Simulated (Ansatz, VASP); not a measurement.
# W in VASP and in Ansatz

File INCAR:

```
PREC = Accurate ; ENCUT = 520
EDIFF = 1E-6 ; ISMEAR = -1
SIGMA = 0.05 ; LREAL = F
LASPH = T ; NELM = 100
ALGO = Fast ; ISIF = 2
LWAVE = F ; LCHARG = F
GGA = PS ; NBANDS = 13
```

File KPOINTS:

```
regular mesh
0
Gamma
  11 11 11
```

The input POSCAR:

```
W
1.0
    0.0000000000      2.0300000000      2.0300000000
    2.0300000000      0.0000000000      2.0300000000
    2.0300000000      2.0300000000      0.0000000000
W
1
Direct
    0.0000000000      0.0000000000      0.0000000000
```

Contents of input.yaml:

```yaml
crystal:
  lattice:
    - [0.0, 2.03, 2.03]
    - [2.03, 0.0, 2.03]
    - [2.03, 2.03, 0.0]
  atoms:
    - { symbol: W, position: [0.0, 0.0, 0.0] }
kpoints:
  mp_grid: { grid: [11, 11, 11] }
  band_path:
    path:
      - [0.0, 0.0, 0.0]
      - [0.5, 0.0, 0.5]
      - [0.5, 0.25, 0.75]
      - [0.375, 0.375, 0.75]
      - [0.0, 0.0, 0.0]
      - [0.5, 0.5, 0.5]
      - [0.625, 0.25, 0.625]
      - [0.5, 0.25, 0.75]
    npoints: 10
scf:
  occupations: { method: fermi_dirac, width: 0.05 }
hamiltonian:
  xc: pbesol
  pseudopotentials: { kind: all_electron, lapw: { basis_error: 0.001 } }
output:
  forces: true
  stress: true
  eigenvalues: true
```

Alike in both runs: functional PBEsol; k mesh 11 × 11 × 11; occupations fermi-dirac, width 0.05 eV; no spin polarisation.

|  | VASP | Ansatz |
| --- | --- | --- |
| version | VASP 6.6.1 | Ansatz 0.2.0 |
| potentials or method | VASP PAW PBE potentials, release 64 (W_sv) | all-electron LAPW, scalar-relativistic |
| plane-wave cutoff (eV) | 520 | see its input |
| task | single point | band structure |

```csv
,VASP,Ansatz,Ansatz less VASP
gap on the k mesh at the Fermi level (eV),none,none,-
pressure (GPa),-12.3,-12.6,-0.33
```

A gap of «none» marks a metal or a gap that the smearing closes. Ansatz ran all-electron here, so the differences hold the error of VASP's frozen core and of both bases.

Caveats: the PAW data sets were made with another functional, which shifts forces and pressure a little (VASP); spin-orbit coupling is left out, which moves the levels of the heavy elements (Ansatz). Spin-orbit coupling is left out, which matters for the levels of W.
